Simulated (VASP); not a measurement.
## From VASP inputs to Ansatz: ZnO (rocksalt)

INCAR

```
SIGMA = 0.01
ISMEAR = 0
IBRION = -1
ENCUT = 520
LWAVE = .FALSE.
PREC = Accurate
GGA = CA
NSW = 0
EDIFF = 1E-7
NBANDS = 16
LREAL = .FALSE.
LASPH = .TRUE.
LCHARG = .FALSE.
NELM = 120
ISIF = 2
```

KPOINTS

```
KPOINTS created by Atomic Simulation Environment
0
Gamma
10 10 10
0 0 0
```

KPOINTS_OPT

```
special points
6
Reciprocal
0.0000000000 0.0000000000 0.0000000000 1
0.5000000000 0.0000000000 0.5000000000 1
0.5000000000 0.2500000000 0.7500000000 1
0.3750000000 0.3750000000 0.7500000000 1
0.5000000000 0.5000000000 0.5000000000 1
0.6250000000 0.2500000000 0.6250000000 1
```

POSCAR

```
Zn O
 1.0000000000000000
    -0.0000000000000000    2.1337703959997598    2.1337703959997598
     2.1337703959997598    0.0000000000000000    2.1337703959997598
     2.1337703959997598    2.1337703959997598    0.0000000000000000
 Zn  O
   1   1
Cartesian
 -0.0000000000000000 -0.0000000000000000 -0.0000000000000000
  2.1337703959997598  2.1337703959997598  2.1337703959997598
```

VASP ran with the recommended LDA PAW datasets (18 valence electrons in the cell).

Problem. Write an Ansatz input for this cell and level of theory.

Solution. 

```yaml
crystal:
  lattice:
    - [0.0, 2.133770396, 2.133770396]
    - [2.133770396, 0.0, 2.133770396]
    - [2.133770396, 2.133770396, 0.0]
  atoms:
    - { symbol: Zn, position: [0.0, 0.0, 0.0] }
    - { symbol: O, position: [0.5, 0.5, 0.5] }
kpoints:
  mp_grid: { grid: [10, 10, 10] }
  band_path:
    path:
      - [0.0, 0.0, 0.0]
      - [0.5, 0.0, 0.5]
      - [0.5, 0.25, 0.75]
      - [0.375, 0.375, 0.75]
      - [0.5, 0.5, 0.5]
      - [0.625, 0.25, 0.625]
    npoints: 1
hamiltonian:
  xc: lda
scf:
  occupations: { method: fixed }
  n_extra_bands: 4
output:
  forces: true
  stress: true
  eigenvalues: true
```

Other inputs would serve too.

```tsv
	VASP	Ansatz
gap between bands v and c	0.92 eV	0.92 eV
least direct gap	2.31 eV	2.32 eV
pressure	-6.0 GPa	-7.3 GPa
```

Datasets and cutoffs are each program's own. VASP's cell holds 18 valence electrons and Ansatz's 18. LDA means the Perdew–Zunger form with relativistic exchange in VASP and the Perdew–Wang form in Ansatz. Ansatz's stress includes a Pulay correction; VASP's doesn't.
